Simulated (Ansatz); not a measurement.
LiH in the rocksalt structure, relaxed with r2SCAN in Ansatz. It is cubic, Fm-3m (No. 225); conventional cell a = 4.006 Å, 8.04 Å³ an atom. Li has 6 H at 2.00 Å; H has 6 Li at 2.00 Å.

The axes x, y and z are those of this cell:
```yaml
crystal:
  lattice:
    - [0.00000, 2.00299, 2.00299]
    - [2.00299, 0.00000, 2.00299]
    - [2.00299, 2.00299, 0.00000]
  atoms:
    - { symbol: Li, position: [0.00000, 0.00000, 0.00000] }
    - { symbol: H, position: [0.50000, 0.50000, 0.50000] }
```

Unstrained: With PBE the gap is 2.984 eV and direct, at X. With r2SCAN the gap is 3.630 eV and direct, at X. HSE06 gives a direct gap of 3.971 eV at X. Meshes: PBE 10×10×10, r2SCAN 10×10×10, HSE06 8×8×8. Strains are changes of length per length, and xy shears are angles. After each strain the atoms were relaxed again with r2SCAN within the symmetry that the strain leaves, so tilts or polar shifts that break it weren't tested; points keep the names that they have in the unstrained zone. The values are computed, spin-unpolarised, and not measurements.

Q: Estimate what biaxial -1.62 % in x and y, z held does to the gap.

A: PBE: the gap goes from 2.984 to 2.768 eV (-0.216 eV); it turns from direct (X) to indirect (X → X [(-1/2, -1/2, 0)]). r2SCAN: the gap goes from 3.630 to 3.412 eV (-0.218 eV); it turns from direct (X) to indirect (X → X [(-1/2, -1/2, 0)]). HSE06: the gap goes from 3.971 to 3.749 eV (-0.222 eV); it turns from direct (X) to indirect (X → X [(-1/2, -1/2, 0)]). The r2SCAN energy rises by 1.3 meV an atom.

Q: Estimate what epitaxial +4.76 % in the plane normal to [111], free normal strain -0.25 % does to the gap.

A: PBE: the gap goes from 2.984 to 3.041 eV (+0.057 eV). r2SCAN: the gap goes from 3.630 to 3.676 eV (+0.046 eV). HSE06: the gap goes from 3.971 to 4.014 eV (+0.043 eV). The r2SCAN energy rises by 11.1 meV an atom.

Q: Apply xy shear, engineering strain (angle) -1.81 %. How far does the gap move, against the unstrained cell?

A: PBE: the gap goes from 2.984 to 2.982 eV (-0.002 eV). r2SCAN: the gap goes from 3.630 to 3.627 eV (-0.003 eV). HSE06: the gap goes from 3.971 to 3.968 eV (-0.003 eV). The r2SCAN energy rises by 0.4 meV an atom.

The meshes of the hybrids are coarse, so their gaps aren't converged to the digits shown.
